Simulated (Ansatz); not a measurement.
**Al2Pt: biaxial strain in the a-b plane**

An exercise on one series of results from a longer session: the logs are not shown, and one member is left open.

Method: DFT PBEsol, scalar-relativistic, plane waves, PAW, in Ansatz 0.2.0.

### Starting point

Symmetry: Fm-3m, No. 225, cubic system. Conventional cell: a = 5.897 Å, b = 5.897 Å, c = 5.897 Å, α = 90.00°, β = 90.00°, γ = 90.00°. Around Al (site symmetry -43m) lie 4 Pt at 2.55 Å. Pt (site symmetry m-3m) has 8 Al at 2.55 Å in its first shell of neighbours.

Coordinates:

```
CELL_PARAMETERS angstrom
2.94826 2.94826 0.00000
-2.94826 2.94826 0.00000
0.00000 0.00000 5.89651
ATOMIC_POSITIONS crystal
Al 0.00000 0.50000 0.75000
Al 0.50000 0.00000 0.75000
Al 0.50000 0.00000 0.25000
Al 0.00000 0.50000 0.25000
Pt 0.00000 0.00000 0.00000
Pt 0.50000 0.50000 0.50000
```

The unstrained cell was computed beforehand with the same settings: E(σ→0) = -26871.0225 eV for 6 atoms, gap none (metal).

Set-up of the first run:

File input.yaml:

```yaml
crystal:
  lattice:
    - [2.9040334351, 2.9040334351, 0.0]
    - [-2.9040334351, 2.9040334351, 0.0]
    - [0.0, 0.0, 5.9495832204]
  atoms:
    - { symbol: Al, position: [0.0, 0.5, 0.75] }
    - { symbol: Al, position: [0.5, 0.0, 0.75] }
    - { symbol: Al, position: [0.5, 0.0, 0.25] }
    - { symbol: Al, position: [0.0, 0.5, 0.25] }
    - { symbol: Pt, position: [0.0, 0.0, 0.0] }
    - { symbol: Pt, position: [0.5, 0.5, 0.5] }
basis:
  ecutwfc: 420
kpoints:
  mp_grid: { grid: [8, 8, 6] }
hamiltonian:
  xc: pbesol
scf:
  occupations: { method: gaussian, width: 0.1 }
output:
  forces: true
  stress: true
  eigenvalues: true
relax:
  adjacent_minimum: "off"
  f_tol: 0.008
  max_steps: 40
  cell: { stress_tol: 0.015, fix: [a, b, gamma] }
```

On the command line:

```sh
$ ansatz run input.yaml --threads 1 --pin off --max-ram 2560MiB --backend cpu --events-out ev --progress --plain --runs-dir out
```

Steps of the session up to this table: At -1.5 %; Strain +1.5 %; Strain -3.0 %; The cell strained by +3.0 %; The cell strained by -4.5 %; At +4.5 %.

One of the session's tables, all rows but one given; the rest of the session is left out.

Lengths are those of the vectors of the cell that was run; stresses in GPa:

| strain (%) | ΔE (meV/atom) | a (Å) | b (Å) | c (Å) |
| --- | --- | --- | --- | --- |
| -4.5 | 31.4 | 3.982 | 3.982 | 6.274 |
| -3.0 | 14.3 | 4.044 | 4.044 | 6.139 |
| -1.5 | 3.3 | 4.107 | 4.107 | 6.014 |
| +0.0 | 0.0 | 4.169 | 4.169 | 5.897 |
| +1.5 | ? | ? | ? | ? |
| +3.0 | 13.9 | 4.295 | 4.295 | 5.694 |
| +4.5 | 32.8 | 4.357 | 4.357 | 5.610 |

Estimate the missing values for strain (%) = +1.5.

Worked estimate for «ΔE (meV/atom)». A straight line through the neighbours (0.0, 0.0) and (3.0, 13.9) gives 0.0 + (13.9 − 0.0) × (1.5 − 0.0) / (3.0 − 0.0) = 7.0; a parabola fitted to 4 rows on both sides gives 3.2.

As computed: ΔE (meV/atom): 2.8; a (Å): 4.232; b (Å): 4.232; c (Å): 5.784. In «ΔE (meV/atom)» the line misses by +4.2 and the parabola by +0.4.

ΔE is over the unstrained cell. Stress in GPa, positive in compression, on the Cartesian axes of the input. 
